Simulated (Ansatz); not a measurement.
Wanted: the native input for an Ansatz 0.2.0 run.

| Item | Value |
| --- | --- |
| Task | relaxation of cell and atoms |
| Functional | PBEsol |
| Potentials or basis | Ansatz PAW |
| Cutoff | 420 eV (not typed: the program's choice for these potentials) |
| k mesh | 8 × 8 × 8 |
| Occupations | fermi-dirac, width 0.05 eV |
| Spin | no spin polarisation |
| Hubbard terms | Cu d U = 3 eV |
| Hubbard projectors | ortho-atomic (the default) |
| Double counting | fll (the default) |

The system is CuCl2.

```xyz
3
Lattice="-2.2549 2.2549 6.8599 2.2549 -2.2549 6.8599 2.2549 2.2549 -6.8599" Properties=species:S:1:pos:R:3 pbc="T T T"
Cu    0.0000    0.0000    0.0000
Cl    2.2549    0.0000    0.0000
Cl    0.0000    2.2549    0.0000
```

Measurements of this composition are mostly on another form, of space group No. 12.

One way to write it, as run:

input.yaml

```yaml
crystal:
  lattice:
    - [-2.254859, 2.254859, 6.859903]
    - [2.254859, -2.254859, 6.859903]
    - [2.254859, 2.254859, -6.859903]
  atoms:
    - { symbol: Cu, position: [0.0, 0.0, 0.0] }
    - { symbol: Cl, position: [0.0, 0.5, 0.5] }
    - { symbol: Cl, position: [0.5, 0.0, 0.5] }
hamiltonian:
  xc: pbesol
  pseudopotentials: { kind: paw }
  hubbard: { sites: [{ species: Cu, l: d, u_eff: 3.0 }] }
kpoints:
  mp_grid: { grid: [8, 8, 8] }
scf:
  occupations: { method: fermi_dirac, width: 0.05 }
output:
  forces: true
  stress: true
  eigenvalues: true
relax:
  f_tol: 0.01
  max_steps: 40
  cell: { stress_tol: 0.05 }
```

Potentials or basis: Ansatz PAW.

The run is started by

```console
$ ansatz run input.yaml --threads 2 --pin off --max-ram 5632MiB --backend cpu --events-out ev --progress --plain --runs-dir out
```

It gave:

```
Relaxed volume                         : 45.40 Å³/atom
Relaxed cell                           : a = 7.544 Å, b = 7.544 Å, c = 7.544 Å, α = 145.63°, β = 145.63°, γ = 49.39°
Space group after relaxing (to 0.05 Å) : I4/mmm (No. 139)
Energy gained by relaxing              : 3.7 meV/atom
Ionic steps                            : 4
Pressure after relaxing                : 0.0 GPa
Band gap on the k mesh                 : none (metal or under the smearing width)
```

Caveat: the plane-wave basis is chosen anew once the cell has moved, so the energies of steps on either side of that aren't comparable; an odd number of electrons without spin polarisation forces a metal; a magnetic or distorted state may lie lower; the run has no spin polarisation, though such a crystal can be magnetic; U without spin polarisation on a metal has little footing; the PAW data sets come from PBE, with cores solved anew for the run's functional, which leaves a small shift of forces and pressure.

It took 50 s on 2 threads of Intel(R) Xeon(R) Processor @ 2.50GHz (Skylake/Cascade Lake), on a shared host, peak memory 0.6 GiB.
